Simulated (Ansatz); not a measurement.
**In: what symmetry allows forces and stress to be**

```xyz
4
Lattice="3.2796 0.0000 0.0000 -1.6398 2.8402 0.0000 0.0000 0.0000 10.2052" Properties=species:S:1:pos:R:3 pbc="T T T"
In    0.0000    0.0000    0.0802
In    0.0000    1.8935    2.5513
In    0.0000    0.0000    5.0224
In    1.6398    0.9467    7.6539
```

Level of theory: DFT PBEsol, scalar-relativistic, plane waves, PAW (Ansatz 0.2.0).

Plane waves to 420 eV, a k mesh through Γ of 15×15×4 on the computed 4-atom cell and Gaussian smearing (0.10 eV); no spin polarisation.

This distorted cell has space group P-6m2, with 12 operations.

Problem. Without a calculation: in which directions can each atom feel a force?

Solution. A force must be left unchanged by every operation that keeps its atom in place, so it lies in the space that those operations leave fixed. Atoms that the group maps onto each other feel forces of one size.
| atom | site symmetry | operations at the site | equivalent to atom | allowed force (Cartesian) |
| --- | --- | --- | --- | --- |
| In1 | 3m. | 6 | 1 | along (0.00, 0.00, 1.00) |
| In2 | -6m2 | 12 | 2 | none |
| In3 | 3m. | 6 | 1 | along (0.00, 0.00, 1.00) |
| In4 | -6m2 | 12 | 4 | none |

That leaves 1 independent force component of 12. A relaxation in this cell that keeps the symmetry moves the atoms in these directions alone.

Problem. And the stress tensor?

Solution. It must be invariant under the point group, which leaves 2 independent components: yz, xz, xy vanish; xx = yy.

Problem. Do the computed values obey this?

Solution. Yes. Forces (eV/Å):
```
In1  0.000  0.000 -0.333
In2  0.000  0.000  0.000
In3  0.000  0.000  0.333
In4  0.000  0.000  0.000
```

Stress (GPa, compression positive, xx yy zz yz xz xy): 3.97 3.97 4.95 0.00 0.00 0.00. The program imposes the same operations on density, forces and stress, so this confirms the analysis and is no independent test of the calculation.

This form isn't the element's structure at ambient conditions.